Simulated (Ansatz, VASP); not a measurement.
**BN in VASP and in Ansatz**

File INCAR:

```
PREC = Accurate
ENCUT = 520
EDIFF = 1E-6
ISMEAR = 0
SIGMA = 0.05
LREAL = False
LASPH = True
NELM = 100
ALGO = Normal
ISIF = 2
LWAVE = False
LCHARG = True
LELF = True
LVHAR = True
NBANDS = 11
```

File KPOINTS:

```
regular mesh
0
Gamma
  12 12 12
```

POSCAR

```
BN
1.0
    0.0000000000      3.4953158300      2.1660912400
    1.2516321000      0.0000000000      2.1660912400
    1.2516321000      3.4953158300      0.0000000000
B N
1 1
Direct
    0.0000486500      0.0000486500      0.9999513500
    0.6666513400      0.6666513400      0.3333486600
```

Input for Ansatz:

```yaml
crystal:
  lattice:
    - [0.0, 3.49531583, 2.16609124]
    - [1.2516321, 0.0, 2.16609124]
    - [1.2516321, 3.49531583, 0.0]
  atoms:
    - { symbol: B, position: [4.865e-05, 4.865e-05, 0.99995135] }
    - { symbol: "N", position: [0.66665134, 0.66665134, 0.33334866] }
basis:
  ecutwfc: 420
kpoints:
  mp_grid: { grid: [12, 12, 12] }
hamiltonian:
  xc: lda
scf:
  occupations: { method: gaussian, width: 0.05 }
output:
  forces: true
  stress: true
  eigenvalues: true
```

Measurements of this composition are mostly on another form, of space group No. 194.

Alike in both runs: task single point; functional LDA; k mesh 12 × 12 × 12; occupations gaussian, width 0.05 eV; no spin polarisation.

|  | VASP | Ansatz |
| --- | --- | --- |
| version | VASP 6.6.1 | Ansatz 0.2.0 |
| potentials or method | VASP PAW LDA potentials, release 64 (B, N) | scalar-relativistic, plane waves, PAW |
| plane-wave cutoff (eV) | 520 | 420 |
| valence electrons in the cell | 8 | 8 |

|  | VASP | Ansatz | Ansatz less VASP |
| --- | --- | --- | --- |
| gap on the k mesh at the Fermi level (eV) | 3.64 | 3.66 | +0.016 |
| least direct gap on the mesh (eV) | 4.41 | 4.42 | +0.010 |
| pressure (GPa) | -3.8 | -4.2 | -0.42 |
| largest component of the traceless stress (GPa) | 2.53 | 3.11 | +0.578 |
| rms of the force components (eV/Å) | 0.006 | 0.006 | -0.0001 |

Atom by atom the forces differ by 0.000 eV/Å (rms over components).

A k mesh can miss the band edges. As with any semilocal functional, this LDA gap is likely too small.
